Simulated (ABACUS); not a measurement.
# Se (P3_121) in ABACUS: single point with PBE

Aim: the single point of Se with PBE.

Everything below comes from runs of ABACUS 3.10.1. Logs are shortened: lines on timing, memory, paths and dates and some standing lists are left out, and cuts for length are marked.

### Step 1. Starting point

The structure is trigonal, space group P3_121 (No. 152). The conventional cell has a = 4.366 Å, b = 4.366 Å, c = 4.954 Å, α = 90.00°, β = 90.00°, γ = 120.00°. Around Se (site symmetry 2) lie 2 Se at 2.37 Å.

### Step 2. Single point, PBE

File INPUT:

```
INPUT_PARAMETERS
suffix              Se
calculation         scf
basis_type          lcao
pseudo_dir          ./
orbital_dir         ./
latname             hexagonal
symmetry            1
dft_functional      pbe
ecutwfc             105
pseudo_rcut         10
nspin               1
nbands              50
ks_solver           genelpa
smearing_method     fd
smearing_sigma      0.00367493
scf_thr             1e-07
scf_nmax            100
mixing_type         broyden
mixing_beta         0.7
cal_force           1
cal_stress          1
out_mul             1
out_chg             1
```

File STRU:

```
ATOMIC_SPECIES
Se 78.9710 Se.upf

NUMERICAL_ORBITAL
Se_confined-atom_7au_4s4p3d1f.orb

LATTICE_CONSTANT
8.2509222053

LATTICE_PARAMETERS
1.1345334616

ATOMIC_POSITIONS
Direct

Se
0.0
3
0.7746000000 0.7746000000 0.0000000000 1 1 1
0.0000000000 0.2254000000 0.6666666667 1 1 1
0.2254000000 0.0000000000 0.3333333333 1 1 1
```

File KPT:

```
K_POINTS
0
Gamma
6 6 6 0 0 0
```

Potentials or basis: PseudoDojo NC SR 0.5 PBE stringent, TZDP LCAO (the cutoffs set its grid).

Started as:

```console
OMP_NUM_THREADS=1 mpirun -np 4 abacus > log
```

running log:

```text
ABACUS v3.10.1

               Atomic-orbital Based Ab-initio Computation at UStc

 ------------------------------------------------------------------------------------

 READING GENERAL INFORMATION
                           global_out_dir = OUT.Se/
                           global_in_card = INPUT
                               pseudo_dir = ./
                              orbital_dir = ./
                                    DSIZE = 4
                                    GSIZE = 1

 READING UNITCELL INFORMATION
                                    ntype = 1
                  lattice constant (Bohr) = 8.25092
              lattice constant (Angstrom) = 4.3662

 READING ATOM TYPE 1
                               atom label = Se
                      L=0, number of zeta = 4
                      L=1, number of zeta = 4
                      L=2, number of zeta = 3
                      L=3, number of zeta = 1
             number of atom for this type = 3

                        TOTAL ATOM NUMBER = 3
DIRECT COORDINATES
    atom                   x                   y                   z     mag                  vx                  vy                  vz
taud_Se1            0.7746000000        0.7746000000        0.0000000000  0.0000        0.0000000000        0.0000000000        0.0000000000
taud_Se2            0.0000000000        0.2254000000        0.6666666667  0.0000        0.0000000000        0.0000000000        0.0000000000
taud_Se3            0.2254000000        0.0000000000        0.3333333333  0.0000        0.0000000000        0.0000000000        0.0000000000

                          Volume (Bohr^3) = 551.894
                             Volume (A^3) = 81.7821

 Lattice vectors: (Cartesian coordinate: in unit of a_0)
                   +1                  +0                  +0
                 -0.5           +0.866025                  +0
                   +0                  +0            +1.13453
 Reciprocal vectors: (Cartesian coordinate: in unit of 2 pi/a_0)
                   +1            +0.57735                  -0
                   -0             +1.1547                  -0
                   +0                  -0            +0.88142
 The esolver type has been set to : ksdft_lcao

                PAO radial cut off (Bohr) = 10

 Read in pseudopotential file is Se.upf
                     pseudopotential type = NC
          exchange-correlation functional = PBE
                 nonlocal core correction = 1
                        valence electrons = 24
                                     lmax = 2
                           number of zeta = 5
                     number of projectors = 6
                           L of projector = 0
                           L of projector = 0
                           L of projector = 1
                           L of projector = 1
                           L of projector = 2
                           L of projector = 2
[... 184 lines left out ...]
         searching radius unit is (Bohr)) = 8.25
                         PeriodicBoundary = 1
                        Radius(unit:lat0) = 2.1
                                   glayer = [ 4, 4, 3 ]
                             glayer_minus = [ 3, 3, 2 ]

Find the coordinate range of the input atom(unit:lat0).
                                  min_tau = [ -4.61, -2.6, -2.27 ]
                                  max_tau = [ 4.89, 3.27, 3.03 ]
                                BoxNumber = [ 7, 7, 5 ]

 SETUP EXTENDED REAL SPACE GRID FOR GRID INTEGRATION
                          real space grid = [ 54, 54, 64 ]
                 big cell numbers in grid = [ 18, 18, 16 ]
             meshcell numbers in big cell = [ 3, 3, 4 ]
                        extended fft grid = [ 18, 18, 12 ]
                dimension of extened grid = [ 55, 55, 41 ]
                            UnitCellTotal = 48
              Atom number in sub-FFT-grid = 3
    Local orbitals number in sub-FFT-grid = 114
                                ParaV.nnr = 100719
                                 init_chg = atomic

 LCAO ALGORITHM --------------- ION=   1  ELEC=   1--------------------------------

 Density error is 0.0189153842113
----------------------------------------------------------
     Energy           Rydberg                 eV
----------------------------------------------------------
 E_KohnSham     -2029.5568033308     -27613.5369399637
 E_Harris       -2029.6812381279     -27615.2299622346
 E_Fermi        0.6253704910         8.5086020380
----------------------------------------------------------
[... 69 lines left out ...]
 Density error is 8.03448431171e-08
----------------------------------------------------------
     Energy           Rydberg                 eV
----------------------------------------------------------
 E_KohnSham     -2029.5581532721     -27613.5553068573
 E_KS(sigma->0) -2029.5581532357     -27613.5553063628
 E_Harris       -2029.5581509744     -27613.5552755958
 E_band         -359.7565394295      -4894.7388290035
 E_one_elec     -1908.0964336885     -25960.9838316421
 E_Hartree      875.2820400778       11908.8231021219
 E_xc           -172.9310460130      -2352.8475868771
 E_Ewald        -823.8127135757      -11208.5469894710
 E_entropy(-TS) -0.0000000727        -0.0000009890
 E_descf        0.0000000000         0.0000000000
 E_exx          0.0000000000         0.0000000000
 E_Fermi        0.6305296425         8.5787958953
----------------------------------------------------------

 charge density convergence is achieved
 final etot is -27613.555307 eV
 EFERMI = 8.5787958953 eV

 STATE ENERGY(eV) AND OCCUPATIONS    NSPIN == 1
 1/34 kpoint (Cartesian) = 0.0000 0.0000 0.0000 (2525 pws)
       1       -200.477     0.00925926
       2       -200.476     0.00925926
       3       -200.476     0.00925926
       4       -140.085     0.00925926
       5       -140.085     0.00925926
       6       -140.082     0.00925926
[... 302 lines left out ...]
      49        21.7130        0.00000
      50        22.9712        0.00000

[... levels at 28 further k points ...]

 correction force for each atom along direction 1 is -0.0162985
 correction force for each atom along direction 2 is -0.0273967
 correction force for each atom along direction 3 is 0.00724556
------------------------------------------------------------------------------------------
 TOTAL-FORCE (eV/Angstrom)
------------------------------------------------------------------------------------------
                       Se1        -0.2950967953        -0.5111226426         0.0000000000
                       Se2        -0.2950967953         0.5111226426         0.0000000000
                       Se3         0.5901935906         0.0000000000         0.0000000000
------------------------------------------------------------------------------------------

----------------------------------------------------------------
 TOTAL-STRESS (KBAR)
----------------------------------------------------------------
        28.6548901213         0.0000000000         0.0000000000
         0.0000000000        28.6548901213         0.0000000000
         0.0000000000         0.0000000000        50.6880162338
----------------------------------------------------------------
 TOTAL-PRESSURE: 35.999265 KBAR

 --------------------------------------------
 !FINAL_ETOT_IS -27613.5553068572517077 eV
 --------------------------------------------
```

mulliken.txt:

```text
 0
CALCULATE THE MULLIkEN ANALYSIS FOR EACH ATOM
 Total charge:	72
Decomposed Mulliken populations
0                             Zeta of Se              Spin 1
s                                      0              2.0000
s                                      1              1.9160
s                                      2              0.0123
s                                      3              0.0042
SUM OVER M+Zeta                                       3.9325
[... 169 lines left out ...]
SUM OVER M+Zeta+L                                    23.9725

Total Charge on atom:                 Se             23.9725
```

Wall time 13 s (4 MPI ranks of Intel Xeon Platinum 8259CL at 2.50GHz (Skylake/Cascade Lake), shared host); peak memory 0.52 GiB.

What came out:

```
Free energy            : -27613.5553 eV
Pressure               : 3.6 GPa
Largest force          : 0.590 eV/Å
Band gap on the k mesh : 1.03 eV, indirect (least direct gap 1.25 eV)
```

Forces in eV/Å, atoms in the order of the input:
```
Se  -0.295 -0.511  0.000
Se  -0.295  0.511  0.000
Se   0.590  0.000  0.000
```

Stress tensor (GPa, compression positive):
```
2.87 0.00 0.00
0.00 2.87 0.00
0.00 0.00 5.07
```

Levels at points of the mesh, in eV from the valence-band top:
```tsv
k point	band 32	band 33	band 34	band 35	band 36	band 37	band 38	band 39	band 40	band 41
(0.00, 0.00, 0.00)	-3.87	-3.78	-2.04	-2.04	-0.40	1.88	1.88	2.15	6.24	6.67
(0.50, 0.50, 0.00)	-4.74	-3.46	-2.90	-1.79	-0.99	1.93	2.32	4.10	5.35	7.85
(0.00, 0.00, 0.50)	-3.41	-3.41	-1.54	-1.54	-1.11	1.20	1.20	1.27	6.31	7.34
(0.50, 0.50, 0.50)	-4.46	-4.26	-1.93	-1.37	0.00	1.65	2.71	2.95	6.33	8.03
```

Caveat: the atomic orbitals were generated for these runs and aren't a published set; the basis of atomic orbitals isn't converged, which shifts pressures, moduli and gaps. A k mesh can miss the band edges.
